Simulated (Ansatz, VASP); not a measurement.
KI in VASP and in Ansatz

```
CELL_PARAMETERS angstrom
0.00000 3.92684 3.92684
3.92684 0.00000 3.92684
3.92684 3.92684 0.00000
ATOMIC_POSITIONS crystal
K 0.00000 0.00000 0.00000
I 0.25000 0.25000 0.25000
```

Change from the starting cell: volume scaled by 0.95, crystal datasets.

Alike in both runs: task electric field gradients; functional PBE; k mesh 9 × 9 × 9; occupations fermi-dirac, width 0.03 eV; no spin polarisation.

```csv
,VASP,Ansatz
version,VASP 6.6.1,Ansatz 0.2.0
potentials or method,"VASP PAW PBE potentials, release 64 (K_sv, I), cutoff 520 eV","all-electron PAW with datasets made for the crystal, scalar-relativistic"
```

```tsv
	VASP	Ansatz	Ansatz less VASP
gap on the k mesh at the Fermi level (eV)	3.98	3.98	+0.003
pressure (GPa)	0.4	0.4	-0.02
Vzz of the field gradient on the site that differs most (V/Å²)	0.0	0.0	0.00
```

Ansatz ran all-electron here, so the differences hold the error of VASP's frozen core and of both bases. Ansatz warned: «gradients_without_spin_orbit».

Caveats: spin-orbit coupling is left out, which moves the levels of the heavy elements; an odd mesh through Γ misses points on the zone boundary, where band edges often lie.
